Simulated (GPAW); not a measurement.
BaTiO3:

```xyz
5
Lattice="3.9998 0.0000 0.0000 0.0000 3.9998 0.0000 0.0000 0.0000 4.0180" Properties=species:S:1:pos:R:3 pbc="T T T"
Ba    0.0000    0.0000    0.0000
Ti    1.9999    1.9999    1.9688
O     0.0000    1.9999    2.0773
O     1.9999    0.0000    2.0773
O     1.9999    1.9999    0.0763
```

Program: GPAW 26.7.0. Alike in all runs: task band structure; spin SOC, no magnetisation; cell as given; k mesh 4 × 4 × 4; cutoff (eV) 800; smearing fermi-dirac 0.05 eV.

Problem. Order these runs on this cell by their pressure, lowest first.
A. level PW91; potentials or basis PAW data sets generated in the run's folder for this functional, pw; band points 100; spin axis theta (degrees) 90
B. level r4SCAN; potentials or basis GPAW PAW data sets (gpaw-data 1.2.1), pw; band points 80; spin axis theta (degrees) 90
C. level SOGGA; potentials or basis PAW data sets generated in the run's folder for this functional, pw; band points 80; spin axis theta (degrees) 0

Solution. C (-2.6 GPa), B (0.0 GPa), A (3.2 GPa).

Caveats: spin-orbit coupling was added after a scalar SCF, so levels and gaps hold it while energy, forces, pressure and moments don't; the PAW data sets were made with another functional, which shifts forces and pressure a little (some runs).

Runs at the PBE level aren't shown here.
